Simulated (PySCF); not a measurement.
Ta, 1 atom in the cell. Symmetry: Im-3m, No. 229, cubic system. Conventional cell: a = 3.303 Å, b = 3.303 Å, c = 3.303 Å, α = 90.00°, β = 90.00°, γ = 90.00°. Ta (site symmetry m-3m) is surrounded by 8 Ta at 2.86 Å. 

| Item | Value |
| --- | --- |
| Program | PySCF 2.14.0 |
| Task | band structure |
| Functional | HLE16 |
| Potentials or basis | DZVP-MOLOPT-SR/GTH-PBE (potentials made for PBE) |
| k mesh | 4 × 4 × 4 |
| Occupations | fermi-dirac, width 0.05 eV |
| Spin | no spin polarisation |
| Symmetry | no |
| Density cutoff | 88 Ha |
| Exponents discarded below (exp_to_discard) | 0.02 1/bohr^2 |
| Band path | GHNGPH,PN |
| Potentials | Ta GTH-PBE-q13 |
| conv_tol | 1e-07 Ha |
| max_cycle | 60 |
| Coulomb method | multigrid |

Potentials or basis: DZVP-MOLOPT-SR/GTH-PBE (potentials made for PBE).

Command:

```sh
$ OMP_NUM_THREADS=4 python -u run.py > log
```

Hardware: 4 threads of Intel(R) Xeon(R) Processor @ 2.50GHz (Skylake/Cascade Lake) (shared host).

Estimate the wall time of this run.

Wall time 100 s on 4 threads of Intel(R) Xeon(R) Processor @ 2.50GHz (Skylake/Cascade Lake), with other jobs on the host, peak memory 1.6 GiB. Counts: scf iterations 5, basis 26, k points 64.
